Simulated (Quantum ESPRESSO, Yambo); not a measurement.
# As (buckled honeycomb monolayer): G0W0 on several meshes in Yambo, part 2 of 2

Aim: the GW shift of As (buckled honeycomb monolayer) against the k mesh.

Quantum ESPRESSO 7.5 and Yambo 5.3.0; PBE and many-body steps on it, plane waves. Known limits of the many-body steps: not at the basis limit; no spin-orbit coupling.

So far. Step 4 (6×6×1): The gap on the mesh goes from 1.65 eV to 2.57 eV, a correction of +0.92 eV. Step 5 (Empty states on the mesh, 9×9×1 mesh, 120 bands): On this mesh the gap is 1.646 eV.

## (6) Conversion and set-up

This step: Yambo 5.3.0; conversion and set-up on PBE, plane waves, norm-conserving pseudopotentials.

On the command line:

```console
> (cd o/x.save; p2y > p2y.log; mv SAVE ../..); yambo > setup.log
```

The program printed:

```text
 Yambo, version 5.3.0

 [02] CORE Variables Setup
 =========================

  [02.01] Unit cells
  ==================

  Cell kind             :  HCP
  Atoms in the cell     :  As
  number of As atoms    :  2

  List of atomic masses
  Mass of As    :  74.92200

  List of atomic coordinates    : [cc]
  As1       : -0.27822E-09   3.9400       11.914      order 1
  As2       :   3.41216   1.97001  14.54168  order 2

  Alat factors          :   6.82431   5.91003  26.45617 [a.u.]
  Direct lattice volume :   1067.03    [a.u.]
  Direct lattice vectors:  A[ 1 ]  A[ 2 ]  A[ 3 ]
[...]
K/Q-points units:
 rlu = crystal or reduced units; cc = cartesian coordinates; iku = interal k-units

 Q [ 1]         [rlu]:  0.000000  0.000000  0.000000
 Q [ 2]         [rlu]: -0.70867E-17  0.11111       0.0000
 Q [ 3]         [rlu]: -0.14173E-16  0.22222       0.0000
[...]
Q [ 8]         [rlu]:  0.111111  0.333333  0.000000
 Q [ 9]         [rlu]:  0.111111  0.444444  0.000000
 Q [10]         [rlu]:  0.222222  0.222222  0.000000
 Q [11]         [rlu]:  0.222222  0.333333  0.000000
 Q [12]         [rlu]:  0.333333  0.333333  0.000000

  [03.01] X indexes
  =================

   [03.01.01] Sigma indexes
   ========================

 [06] Game Over & Game summary
```

Run time: 4.1 s. Hardware: 1 MPI rank of Arm Neoverse N1, shared host; peak memory 0.27 GiB.

## (7) 9×9×1

This step: G0W0 on PBE, plane waves, norm-conserving pseudopotentials.

File gw11.in:

```
HF_and_locXC
gw0
dyson
ppa
em1d
rim_cut
rim_w
RandQpts= 3000000
RandGvec= 100 RL
CUTGeo= "slab z"
RandGvecW= 9 RL
EXXRLvcs= 100 Ry
VXCRLvcs= 400 Ry
Chimod= "HARTREE"
% BndsRnXp
 1 | 120 |
%
NGsBlkXp= 8 Ry
% LongDrXp
 1 | 1 | 0 |
%
% GbndRnge
 1 | 120 |
%
DysSolver= "n"
ExtendOut
PPAPntXp= 27.21138 eV
% QPkrange
 1 | 1 | 22 | 25 |
 4 | 4 | 22 | 25 |
%
```

On the command line:

```console
> OMP_NUM_THREADS=1 mpirun -n 8 yambo -F gw11.in -J gw11 -C gw11 > gw11.log
```

The program printed:

```text
 Yambo, version 5.3.0

 [02] CORE Variables Setup
 =========================

  [... cell, symmetries and grids as in the set-up ...]

  [02.05] Energies & Occupations
  ==============================

  [X] === General ===
  [X] Electronic Temperature                        :  0.000000  0.000000 [eV K]
  [X] Bosonic    Temperature                        :  0.000000  0.000000 [eV K]
  [X] Finite Temperature mode                       : no
  [X] El. density                                   :  0.29092E+24 [cm-3]
  [X] Fermi Level                                   : -0.908984 [eV]

  [X] === Gaps and Widths ===
  [X] Conduction Band Min                           :  1.645614 [eV]
  [X] Valence Band Max                              :  0.000000 [eV]
  [X] Filled Bands                                  :  23
  [X] Empty Bands                                   :   24  120
  [X] Direct Gap                                    :  1.948162 [eV]
  [X] Direct Gap localized at k                     :  1
  [X] Indirect Gap                                  :  1.645614 [eV]
  [X] Indirect Gap between kpts                     :   1   4
  [X] Last valence band width                       :  1.964014 [eV]
  [X] 1st conduction band width                     :  1.364646 [eV]

 [03] Transferred momenta grid and indexing
 ==========================================

 IBZ Q-points                                      :  12
 BZ  Q-points                                      :   81

 K/Q-points units:
 rlu = crystal or reduced units; cc = cartesian coordinates; iku = interal k-units

 Q [ 1]         [rlu]:  0.000000  0.000000  0.000000
 Q [ 2]         [rlu]: -0.70867E-17  0.11111       0.0000
 Q [ 3]         [rlu]: -0.14173E-16  0.22222       0.0000
[...]
< -Wc [Q = 1] > 0.225494E-1 0.283747E-4 * < -Wc [Q = 2] > 0.005032 0.004937
   < -Wc [Q = 3] > 0.001146 0.001130 * < -Wc [Q = 4] > 0.421337E-3 0.417143E-3
   < -Wc [Q = 5] > 0.197435E-3 0.196135E-3 * < -Wc [Q = 6] > 0.001607 0.001583
   < -Wc [Q = 7] > 0.584880E-3 0.579239E-3 * < -Wc [Q = 8] > 0.263468E-3 0.261888E-3
   < -Wc [Q = 9] > 0.137000E-3 0.136492E-3 * < -Wc [Q = 10] > 0.295581E-3 0.294008E-3
   < -Wc [Q = 11] > 0.159298E-3 0.158800E-3 * < -Wc [Q = 12] > 0.962866E-4 0.960206E-4

  Comparison between head Wc = W - v averages: < Wc > [au] RIM-W/RIM

   < -Wc [G = 1,G`=0] > 0.225494E-1 0.283747E-4 * < -Wc [G = 2,G`=0] >-0.961370E-3  0.00000
   < -Wc [G = 3,G`=0] >-0.961340E-3  0.00000 * < -Wc [G = 4,G`=0] > 0.180548E-4  0.00000
   < -Wc [G = 5,G`=0] > 0.180519E-4  0.00000 * < -Wc [G = 6,G`=0] > 0.311137E-4  0.00000
   < -Wc [G = 7,G`=0] > 0.311193E-4  0.00000 * < -Wc [G = 8,G`=0] >-0.573217E-5  0.00000
   < -Wc [G = 9,G`=0] >-0.573249E-5  0.00000

 [10] G0W0 (W PPA)
 =================

 [  GW  ] Bands range     :    1  120
 [GW/PPA] G damping       :  0.100000 [eV]

 QP @ state[ 1 ] K range:  1  1
 QP @ state[ 1 ] b range:  22  25
 QP @ state[ 2 ] K range:   4   4
 QP @ state[ 2 ] b range:  22  25

  Sc/G bands                                       :    1  120
  Sc/G damping                                     :  0.100000 ev
  Sc bands terminator                              : no
  Sx RL components                                 :  18025

  QP @ state[ 1 ] K range                          :  1  1
  QP @ state[ 1 ] b range                          :  22  25
  QP @ state[ 2 ] K range                          :   4   4
  QP @ state[ 2 ] b range                          :  22  25
  GF energies kind                                 : Perdew, Burke & Ernzerhof(X)+Perdew, Burke & Ernzerhof(C)
  GF WF`s kind                                     : Perdew, Burke & Ernzerhof(X)+Perdew, Burke & Ernzerhof(C)
  Xs energies kind                                 : Perdew, Burke & Ernzerhof(X)+Perdew, Burke & Ernzerhof(C)
  Xs WF`s kind                                     : Perdew, Burke & Ernzerhof(X)+Perdew, Burke & Ernzerhof(C)

 [14] Game Over & Game summary
```

The job ended after 19 min (8 MPI ranks; peak memory 11 GiB; 2.5 h of CPU time).

Numbers from this step:

| Property | Result |
| --- | --- |
| G0W0 gap on the points computed | 2.588 eV |
| starting gap on the mesh | 1.646 eV |
| k of the valence top | 0, 0, 0 |
| k of the conduction bottom | 0, 0.3333, 0 |
| least direct G0W0 gap on the computed points | 3.055 eV |
| Z at the valence top | 0.7590 |
| Z at the conduction bottom | 0.7673 |

Against G0W0 in Yambo (6×6×1 mesh, 120 bands, screening to 108.8 eV, Godby-Needs plasmon pole), the gap moves by +0.021 eV.

## (8) The runs together

Times are wall times on 8 MPI ranks of Arm Neoverse N1, shared host, good to a factor of about two.

| run | mesh | bands | screening cutoff (eV) | DFT gap (eV) | gap on the mesh (eV) | direct (eV) | time |
| --- | --- | --- | --- | --- | --- | --- | --- |
| 6×6×1 | 6×6×1 | 120 | 108.8 | 1.646 | 2.567 | 3.044 | 5.8 min |
| 9×9×1 | 9×9×1 | 120 | 108.8 | 1.646 | 2.588 | 3.055 | 19 min |

## (9) Summary of results

| Item | Value |
| --- | --- |
| 6×6×1 | 2.567 eV |
| 9×9×1 | 2.588 eV |
| known limits | not at the basis limit; no spin-orbit coupling |

9×9×1: +0.021 eV against 6×6×1. Bands and cutoff are finite, so the gap is not at the basis limit. The miss can reach some tenths of an eV and take either sign; the mesh is an error of its own. In the G0W0 runs levels were corrected at 2 k points alone, so a gap called «on the mesh» is the least over those, and an edge elsewhere would be missed. The many-body steps are scalar-relativistic: spin-orbit coupling is not in them.

[Paths, hosts, dates, memory and timing lines, banners, echoed tables and standing remarks are left out of the program output.]

[Logs are printed without paths, hosts, clocks, repeated set-up lines and the standing remarks that a program may print on its own settings, such as how far it seeks lower states.]

[Runs of the session that timed out or met a known fault of the program may be left out.]

[Hosts, paths, dates, database ids (printed as entryN), source tags and the programs' standing remarks are cut or masked in the printed files.]
